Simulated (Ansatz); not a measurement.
# MgS: the cost of one run

Program: Ansatz 0.2.0. G0W0, plane waves. Values at 0 K without nuclear motion; spin polarisation is off, and the phase may be a hypothetical one.

### Step 1. The structure to begin with

The cell was relaxed beforehand with r2SCAN.

Space group P6_3/mmc (No. 194), hexagonal; a = 3.645 Å, c = 6.147 Å in the conventional setting, 17.69 Å³ an atom. Mg has 6 S at 2.61 Å; S has 6 Mg at 2.61 Å.

Structure file:

```
CELL_PARAMETERS angstrom
3.64543 0.00000 0.00000
-1.82272 3.15704 0.00000
0.00000 0.00000 6.14736
ATOMIC_POSITIONS crystal
Mg 0.00000 0.00000 0.00000
Mg 0.00000 0.00000 0.50000
S 0.33333 0.66667 0.25000
S 0.66667 0.33333 0.75000
```

### Step 2. 114 empty bands, 80 eV

input.yaml reads:

```yaml
crystal:
  lattice:
    - [3.6454348044, 0.0, 0.0]
    - [-1.8227174022, 3.1570391485, 0.0]
    - [0.0, 0.0, 6.1473560942]
  atoms:
    - { symbol: Mg, position: [0.0, 0.0, 0.0] }
    - { symbol: Mg, position: [0.0, 0.0, 0.5] }
    - { symbol: S, position: [0.3333333333, 0.6666666667, 0.25] }
    - { symbol: S, position: [0.6666666667, 0.3333333333, 0.75] }
kpoints:
  mp_grid: { grid: [6, 6, 2] }
hamiltonian:
  xc: pbe
scf:
  occupations: { method: fixed }
gw:
  n_empty_bands: 114
  ecut_chi: 80
  qp_bands: [v2, c2]
  qp_kpoints: band_edges
  screening: { model: contour_deformation }
```

Started as:

```sh
ansatz run input.yaml --threads 2 --pin off --max-ram 3686MiB --backend cpu --events-out ev --progress --plain --runs-dir out
```

Q: Estimate wall time and peak memory on 2 threads of Intel Xeon 6975P-C (Granite Rapids), shared host.

About 17 s, with a peak of 0.42 GiB.
